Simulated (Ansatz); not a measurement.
# PbS (Galena) (Fm-3m) in Ansatz: convergence with wavefunction cutoff

Aim: find how far wavefunction cutoff must go before the results for PbS (Galena) settle, at PBE. This setting moves, with any that are tied to it; all else stays.

All numbers are computed with Ansatz 0.2.0; they aren't measurements. Logs are shortened: lines on timing, memory, paths and dates and some standing lists are left out, and cuts for length are marked.

## Step 1: The crystal as given

The structure is cubic, space group Fm-3m (No. 225). Conventional cell: a = 5.931 Å, b = 5.931 Å, c = 5.931 Å, α = 90.00°, β = 90.00°, γ = 90.00°. Pb (site symmetry m-3m) is surrounded by 6 S at 2.97 Å. S (site symmetry m-3m) has 6 Pb at 2.97 Å as nearest neighbours.

## Step 2: With wavefunction cutoff 200 eV

input.yaml reads:

```yaml
crystal:
  lattice:
    - [0.0, 2.96575, 2.96575]
    - [2.96575, 0.0, 2.96575]
    - [2.96575, 2.96575, 0.0]
  atoms:
    - { symbol: Pb, position: [0.0, 0.0, 0.0] }
    - { symbol: S, position: [0.5, 0.5, 0.5] }
hamiltonian:
  xc: pbe
  pseudopotentials: { kind: paw }
kpoints:
  mp_grid: { grid: [7, 7, 7] }
scf:
  occupations: { method: fermi_dirac, width: 0.1 }
output:
  forces: true
  stress: true
  eigenvalues: true
basis:
  ecutwfc: "200 eV"
```

Potentials or basis: Ansatz PAW.

Command:

```console
$ ansatz run input.yaml --threads 2 --pin off --max-ram 5632MiB --backend cpu --events-out ev --progress --plain --runs-dir out
```

Wall time 0.5 s (2 threads of Intel Xeon Platinum 8259CL at 2.50GHz (Skylake/Cascade Lake), shared host); peak memory 0.32 GiB.

What came out:

* Free energy: -12804.1219 eV
* Pressure: 3.1 GPa

## Step 3: With wavefunction cutoff 250 eV

input.yaml: that of step 2 with these lines changed.

```diff
@@ -20,2 +20,2 @@
 basis:
-  ecutwfc: "200 eV"
+  ecutwfc: "250 eV"
```

Potentials or basis: Ansatz PAW.

Command:

```console
$ ansatz run input.yaml --threads 2 --pin off --max-ram 5632MiB --backend cpu --events-out ev --progress --plain --runs-dir out
```

Wall time 0.52 s (2 threads of Intel Xeon Platinum 8259CL at 2.50GHz (Skylake/Cascade Lake), shared host); peak memory 0.33 GiB.

What came out:

| Property | Result |
| --- | --- |
| Free energy | -12808.9149 eV |
| Pressure | 2.0 GPa |

## Step 4: With wavefunction cutoff 300 eV

input.yaml: that of step 3 with these lines changed.

```diff
@@ -20,2 +20,2 @@
 basis:
-  ecutwfc: "250 eV"
+  ecutwfc: "300 eV"
```

Command:

```console
$ ansatz run input.yaml --threads 2 --pin off --max-ram 5632MiB --backend cpu --events-out ev --progress --plain --runs-dir out
```

Wall time 0.55 s (2 threads of Intel Xeon Platinum 8259CL at 2.50GHz (Skylake/Cascade Lake), shared host); peak memory 0.34 GiB.

What came out:

| Property | Result |
| --- | --- |
| Free energy | -12809.5080 eV |
| Pressure | 2.2 GPa |

## Step 5: With wavefunction cutoff 350 eV

input.yaml: that of step 4 with these lines changed.

```diff
@@ -20,2 +20,2 @@
 basis:
-  ecutwfc: "300 eV"
+  ecutwfc: "350 eV"
```

Command:

```console
$ ansatz run input.yaml --threads 2 --pin off --max-ram 5632MiB --backend cpu --events-out ev --progress --plain --runs-dir out
```

Run time: 0.61 s. Hardware: 2 threads of Intel Xeon Platinum 8259CL at 2.50GHz (Skylake/Cascade Lake), shared host; peak memory 0.32 GiB.

Results:

```yaml
Free_energy: -12809.5571 eV
Pressure: 2.2 GPa
```

## Step 6: With wavefunction cutoff 400 eV

input.yaml: that of step 5 with these lines changed.

```diff
@@ -20,2 +20,2 @@
 basis:
-  ecutwfc: "350 eV"
+  ecutwfc: "400 eV"
```

Potentials or basis: Ansatz PAW.

Command:

```console
$ ansatz run input.yaml --threads 2 --pin off --max-ram 5632MiB --backend cpu --events-out ev --progress --plain --runs-dir out
```

It took 0.65 s on 2 threads of Intel Xeon Platinum 8259CL at 2.50GHz (Skylake/Cascade Lake), shared host; peak memory 0.36 GiB.

Results (log left out):

| Property | Result |
| --- | --- |
| Free energy | -12809.5592 eV |
| Pressure | 2.2 GPa |

## Step 7: With wavefunction cutoff 450 eV

input.yaml: that of step 6 with these lines changed.

```diff
@@ -20,2 +20,2 @@
 basis:
-  ecutwfc: "400 eV"
+  ecutwfc: "450 eV"
```

Command:

```console
$ ansatz run input.yaml --threads 2 --pin off --max-ram 5632MiB --backend cpu --events-out ev --progress --plain --runs-dir out
```

Wall time 0.72 s (2 threads of Intel Xeon Platinum 8259CL at 2.50GHz (Skylake/Cascade Lake), shared host); peak memory 0.37 GiB.

The run converged. Its results:

| Quantity | Value |
| --- | --- |
| Free energy | -12809.5600 eV |
| Pressure | 2.2 GPa |

## Step 8: With wavefunction cutoff 500 eV

input.yaml: that of step 7 with these lines changed.

```diff
@@ -20,2 +20,2 @@
 basis:
-  ecutwfc: "450 eV"
+  ecutwfc: "500 eV"
```

Command:

```console
$ ansatz run input.yaml --threads 2 --pin off --max-ram 5632MiB --backend cpu --events-out ev --progress --plain --runs-dir out
```

Run time: 0.8 s. Hardware: 2 threads of Intel Xeon Platinum 8259CL at 2.50GHz (Skylake/Cascade Lake), shared host; peak memory 0.37 GiB.

The run converged. Its results:

| Item | Value |
| --- | --- |
| Free energy | -12809.5603 eV |
| Pressure | 2.2 GPa |

## Step 9: With wavefunction cutoff 600 eV

input.yaml: that of step 8 with these lines changed.

```diff
@@ -20,2 +20,2 @@
 basis:
-  ecutwfc: "500 eV"
+  ecutwfc: "600 eV"
```

Potentials or basis: Ansatz PAW.

Command:

```console
$ ansatz run input.yaml --threads 2 --pin off --max-ram 5632MiB --backend cpu --events-out ev --progress --plain --runs-dir out
```

It took 0.93 s on 2 threads of Intel Xeon Platinum 8259CL at 2.50GHz (Skylake/Cascade Lake), shared host; peak memory 0.4 GiB.

The run converged. Its results:

```
Free energy : -12809.5606 eV
Pressure    : 2.2 GPa
```

## Step 10: With wavefunction cutoff 800 eV

input.yaml: that of step 9 with these lines changed.

```diff
@@ -20,2 +20,2 @@
 basis:
-  ecutwfc: "600 eV"
+  ecutwfc: "800 eV"
```

Potentials or basis: Ansatz PAW.

Command:

```console
$ ansatz run input.yaml --threads 2 --pin off --max-ram 5632MiB --backend cpu --events-out ev --progress --plain --runs-dir out
```

The log of the run:

```text
Warning: RAYON_NUM_THREADS=2 ignored (pool sized by the plan → 2); use --threads N
Engine: ansatz 0.2.0, x86_64-unknown-linux-gnu
Pseudopotentials: kind: paw
Pseudopotential: Pb, paw, valence charge 14, recommended cutoff 420 eV (normal), Pb.paw.azcp
Pseudopotential: S, paw, valence charge 6, recommended cutoff 420 eV (normal), S.paw.azcp
Functional definition: PBE
  parameter kappa = 0.804
  parameter beta = 0.06672455060314922
  exchange = pbe_x(kappa = kappa, mu = beta*pi^2/3)
  correlation = pbe_c(beta = beta)
Crystal: 2 atoms, lattice volume = 52.172 Å³
Basis set: ecut = 800 eV, 2733 PW (Γ), exchange–correlation on 80×80×80 points (8 copies of the dense FFT grid, shifted against one another)
Bands: 14, of which v1, the nominal top of the filled ones, is band 10 counted from 1 (9 counted from 0)
Symmetry: 48 space group operations
Space group: Fm-3m (ITA 225), of the structure as read, at distance tolerance 3.7e-5 Å
k-points: 20 of 343
Non-local potential: Pb, projectors of the file, l = 0: 2, l = 1: 2, l = 2: 2, l = 3: 2
Non-local potential: S, projectors of the file, l = 0: 2, l = 1: 2, l = 2: 2
PAW form: soft (Blöchl's): semilocal exchange-correlation on the pseudo side does not see the compensation charge
PAW one-centre angular grid: Pb, 590 points (default); XC on 64 Gauss nodes
PAW one-centre angular grid: S, 110 points (default); XC on 64 Gauss nodes
Initial density: superposition of atomic densities (neutral atoms: chi_scale 0, normalization atom), corrected by the library's trained network
Initial wavefunctions: pseudopotential atomic-orbital guess
Functional: x = pbe(κ = 0.804, μ = 0.2195149727645171), c = pbe(β = 0.06672455060314922)
SCF iter   1: F=—  HF=-12809.561807 eV  |F-HF|=—  |Δ(HF+E_count)|=         —  Δρ=7.97e-4  dr2=4.01e-4  ethr=1.77e-3  ⟨swp⟩=5.8  Hψ=1634  notcnv=0
preconditioner: auto → none  [insulator: Δε(μ)=0.954 eV  Ē_g=15.460 eV  σ=0.100 eV  W_gap=0.98  n_scr=14 (ndim 8)  ℏωp=23.0 eV  f_vac=0.000  D(μ)=0.01/eV (n_scr^D=0)  ε∞_Penn≈3.2]
SCF iter   2: F=—  HF=-12809.560663 eV  |F-HF|=—  |Δ(HF+E_count)|=   1.14e-3  Δρ=5.17e-4  dr2=1.59e-4  ethr=2.01e-6  ⟨swp⟩=2.2  Hψ=649  notcnv=0
SCF iter   3: F=—  HF=-12809.560649 eV  |F-HF|=—  |Δ(HF+E_count)|=   1.36e-5  Δρ=1.94e-4  dr2=2.11e-5  ethr=7.94e-7  ⟨swp⟩=2.4  Hψ=489  notcnv=0
SCF iter   4: F=—  HF=-12809.560654 eV  |F-HF|=—  |Δ(HF+E_count)|=   4.60e-6  Δρ=5.77e-5  dr2=1.50e-6  ethr=1.06e-7  ⟨swp⟩=2.9  Hψ=480  notcnv=0
iter 5 did not close the SCF: its close was put off for the readings that it lacked (scf_convergence_deferred on its scf_iter line)
SCF iter   5: F=-12809.560653 eV  HF=-12809.560653 eV  |F-HF|=1.75e-8  |Δ(HF+E_count)|=   5.36e-7  Δρ=6.27e-6  dr2=2.18e-8  ethr=7.51e-9  ⟨swp⟩=2.0  Hψ=430  notcnv=0
SCF iter   6: F=-12809.560653 eV  HF=-12809.560653 eV  |F-HF|=1.86e-10  |Δ(HF+E_count)|=   7.45e-9  Δρ=6.99e-7  dr2=2.69e-10  ethr=1.09e-10  ⟨swp⟩=2.9  Hψ=1214  notcnv=0
SCF 1 converged in 6 iterations: F = -12809.560653 eV  dr2 = 2.69e-10
SCF converged after 6 iterations
Free energy (F): -12809.560653 eV
Harris-Foulkes:  -12809.560653 eV  (|F-HF|=1.86e-10)
Internal energy: -12809.560090 eV  (E = F + TS)
E sigma→0 (E₀):  -12809.560371 eV
Entropy (-TS):   -0.000564 eV (-0.282 meV/atom)
Fermi energy:    8.677924 eV
--- Per-component energies (eV) ---
  E_band       = -55.257599
  E_kinetic    = 393.781904
  E_local      = -1221.417896  (includes V_loc(G=0)·N_el)
  E_nonlocal   = 378.493615
  E_hartree    = 474.925388
  E_xc         = -318.611207
  E_vxc        = -220.595477  (∫ρ·V_xc dr)
  E_paw        = -11003.375488  (= ΣΔE_a)
  E_vpaw       = -335.370711  (= ΣTr[D̂ρ^β])
  E_aug_tail   = -0.000001  (compensation charges beyond the density's cutoff)
  E_ewald      = -1513.356403
  E_smearing   = -0.000564  (= −TS)
  E_closure    = 0.000000  (closes the sum)
  Σ components = -12809.560653   (vs F -12809.560653, Δ=0.00e0)
--- Forces (eV/Å), atoms counted from 1 ---
  atom   1  Pb    -0.00000000    -0.00000000    -0.00000000
  atom   2  S      0.00000000    -0.00000000    -0.00000000
  max |Σ_I F_I| component: 3.48e-30 eV/Å
--- Stress (GPa, compression-positive) ---
        2.175299       0.000000      -0.000000
        0.000000       2.175299       0.000000
       -0.000000       0.000000       2.175299
  P = ⅓ Tr σ = 2.1753 GPa (21.753 kbar)
--- Band table (eV; the first three rows and the last of 20) ---
  k-point 0: bands = ["-8.3826", "-8.3826", "-8.3826", "-8.3669", "-8.3669", "-5.1504", "2.4216", "6.2723", "6.2723", "6.2723", "13.6645", "13.6645", "13.6645", "15.1477"]
  k-point 1: bands = ["-8.3817", "-8.3798", "-8.3798", "-8.3669", "-8.3669", "-4.9776", "1.8455", "6.3267", "6.3267", "6.7017", "12.1889", "12.7007", "12.7007", "15.1102"]
  k-point 2: bands = ["-8.3894", "-8.3894", "-8.3803", "-8.3511", "-8.3511", "-4.5128", "0.6997", "6.4763", "6.4763", "7.4701", "10.4037", "11.3583", "11.3583", "15.4816"]
  k-point 19: bands = ["-8.4724", "-8.3750", "-8.3645", "-8.3565", "-8.3252", "-3.4794", "0.4158", "3.9014", "4.5887", "7.1907", "10.7594", "12.7898", "13.2422", "15.8454"]
```

Wall time 1.2 s (2 threads of Intel Xeon Platinum 8259CL at 2.50GHz (Skylake/Cascade Lake), shared host); peak memory 0.44 GiB.

Results:

- Free energy: -12809.5607 eV
- Pressure: 2.2 GPa

## Step 11: Result

```
wavefunction cutoff  energy less the tightest run, at zero smearing (meV/atom)  pressure (GPa)  SCF cycles  CPU time (s)  peak memory (GiB)
             200 eV                                                    2719.30            3.07           6          0.79               0.32
             250 eV                                                     322.87            2.00           6          0.86               0.33
             300 eV                                                      26.32            2.21           6          0.92               0.34
             350 eV                                                       1.77            2.18           6             1               0.32
             400 eV                                                       0.75            2.18           6           1.1               0.36
             450 eV                                                       0.32            2.18           6           1.2               0.37
             500 eV                                                       0.15            2.18           6           1.4               0.37
             600 eV                                                       0.05            2.18           6           1.7                0.4
             800 eV                                                       0.00            2.18           6           2.2               0.44
```

Against the tightest run, the energy stays within 1 meV/atom from 400 eV on; the pressure stays within 0.1 GPa from 300 eV on. The tightest run that finished is the yardstick and may itself not be fully converged.
